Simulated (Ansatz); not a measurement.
Crystal: CoO.

```
CELL_PARAMETERS angstrom
1.60222 0.92504 2.56647
-1.60222 0.92504 2.56647
0.00000 -1.85008 2.56647
ATOMIC_POSITIONS crystal
Co 0.99898 0.99898 0.99898
O 0.75102 0.75102 0.75102
```

Measurements of this composition are mostly on another form, of space group No. 225.

```yaml
Program: Ansatz 0.2.0
Task: relaxation of cell and atoms
Functional: PBEsol
Potentials_or_basis: all-electron LAPW, scalar-relativistic
Basis_error_allowed: 0.001 eV/atom
k_mesh: 10 × 10 × 10
Occupations: fermi-dirac, width 0.05 eV
Spin: collinear spin, ferromagnetic start
Starting_moments: "[2.0, 0.0] μB"
```

At the start: volume 11.41 Å³/atom.

Question: How do energy, volume and symmetry change on relaxing?

Answer: Over 10 steps the energy falls by 28.2 meV/atom and the volume is 10.26 Å³/atom (-10.1 %); space group F-43m (No. 216, to 0.05 Å); moment 1.80 μB per cell.

Step by step:
```
step  energy change (eV)  largest force (eV/Å)  volume (Å³)
   1              0.0000                0.2151        22.82
   2             -0.0268                0.1598        22.25
   3             -0.0504                0.0036        21.26
   4             -0.0539                0.0102        20.89
   5             -0.0564                0.0306        20.49
   6             -0.0564                0.0091        20.53
   7             -0.0565                0.0042        20.52
   8             -0.0565                0.0001        20.51
   9             -0.0565                0.0000        20.52
  10             -0.0565                0.0000        20.52
```

Final structure:
```yaml
crystal:
  lattice:
    - [1.53651, 0.88711, 2.50878]
    - [-1.53651, 0.88711, 2.50878]
    - [0.00000, -1.77421, 2.50878]
  atoms:
    - { symbol: Co, position: [0.00001, 0.00001, 0.00001] }
    - { symbol: O, position: [0.74999, 0.74999, 0.74999] }
```

Caveat: a cell with one magnetic atom can't hold antiferromagnetic order, which such compounds often take.
